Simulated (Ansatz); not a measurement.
## SrO (rocksalt structure)

Level of theory: DFT, PBE, scalar-relativistic, no spin polarisation; plane waves to 420 eV with PAW datasets (Ansatz 0.2.0), 12×12×12 k-mesh, Gaussian smearing of 0.05 eV; PAW files: Ansatz's generated set soft_2.

```
Sr O
1.0
     0.00000    2.59751    2.59751
     2.59751    0.00000    2.59751
     2.59751    2.59751    0.00000
Sr O
1 1
Cartesian
  2.5975 2.5975 2.5975
  0.0000 0.0000 0.0000
```

The start was a prototype's sites filled with these elements; the Crystallography Open Database holds the compound in this structure.

Elastic constants come from the stress of slightly strained cells with relaxed atoms, in GPa, Voigt order xx, yy, zz, yz, xz, xy in the Cartesian frame of the vectors above.

```
160  47  47   0   0   0
 47 160  47   0   0   0
 47  47 160   0   0   0
  0   0   0  54   0   0
  0   0   0   0  54   0
  0   0   0   0   0  54
```

Question: Is the crystal mechanically stable, and what are its polycrystalline moduli?

Answer: Stable against homogeneous strain: the smallest eigenvalue of the tensor is 54 GPa. Hill averages: K = 85 GPa, G = 55 GPa, E = 136 GPa, ν = 0.23.

For a cubic crystal three numbers say it all: C11 = 160.0, C12 = 46.9, C44 = 54.3 GPa. K = (C11 + 2C12)/3 = 84.6 GPa. The two shear moduli are C44 and C′ = (C11 − C12)/2 = 56.6 GPa, so Zener's ratio C44/C′ is 0.96: nearly isotropic. The Cauchy pressure C12 − C44 is -7.4 GPa; pair forces would make it zero if every atom sat on a centre of inversion, as here.

The equation of state, an independent route, gives B0 = 85 GPa, against 85 GPa here.

It ran for 12 s on 2 threads of Arm Neoverse V1, on a shared host, peak memory 0.4 GiB.

